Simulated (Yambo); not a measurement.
## BAs in Yambo: convergence with bands in self energy

Crystal: BAs.

```xyz
2
Lattice="0.0000 2.3562 2.3562 2.3562 0.0000 2.3562 2.3562 2.3562 0.0000" Properties=species:S:1:pos:R:3 pbc="T T T"
As    3.5343    3.5343    3.5343
B     0.0000    0.0000    0.0000
```

The cell isn't the ideal one: cell squeezed.

| Quantity | Value |
| --- | --- |
| Program | Yambo 5.3.0 |
| Task | G0W0 quasiparticle levels |
| Functional | PBE |
| Potentials or basis | Ansatz NC SR PBE |
| Cutoff | 1143 eV |
| Density cutoff | 4572 eV |
| k mesh | 6 × 6 × 6 |
| Occupations | fixed |
| Spin | no spin polarisation |
| k mesh of the self-consistent run | 10 × 10 × 10 |
| Random integration of the Coulomb term | yes |
| Direction of the field or of q to 0 | x + y + z |
| Broadening | 0.1 eV |
| States corrected | Γ and the k points of the band edges |
| Frequency dependence of W | plasmon pole |
| Terminator of the band sum in the self-energy | none |
| Quasiparticle equation | linearised (Newton) |
| Imaginary frequency of the plasmon-pole fit | 27.2114 eV |
| Bands in the response | 109 |
| Bands in the self-energy | 14 |
| Cutoff of the response matrix | 12 Ry |
| Cutoff of exchange and Vxc | 84 Ry |
| Bands corrected (first, last) | [9, 10] |

These are the settings of the first run; the series varies bands in self energy, with any setting tied to it.

```
bands in self energy  quasiparticle gap at the points computed (eV)
                  14                                          1.898
                  19                                          1.897
                  29                                          1.969
                  49                                          2.033
                 109                                          2.093
```

Not settled before the last step: the quasiparticle gap at the points computed (to 0.05 eV). The tightest run that finished is the yardstick and may itself not be fully converged.

Caveat, for the tightest run too: the potentials hold a filled d shell without the s and p states of that shell, which can shift GW gaps by tenths of an eV, either way; this k mesh misses the band edges, so its gaps are larger than the crystal's; this version prints the column dSc/dw multiplied by 27.2; the quasiparticle gap listed is the Kohn-Sham gap on the denser mesh of the self-consistent run plus the correction found on the GW mesh, so it differs from the gap in the log.
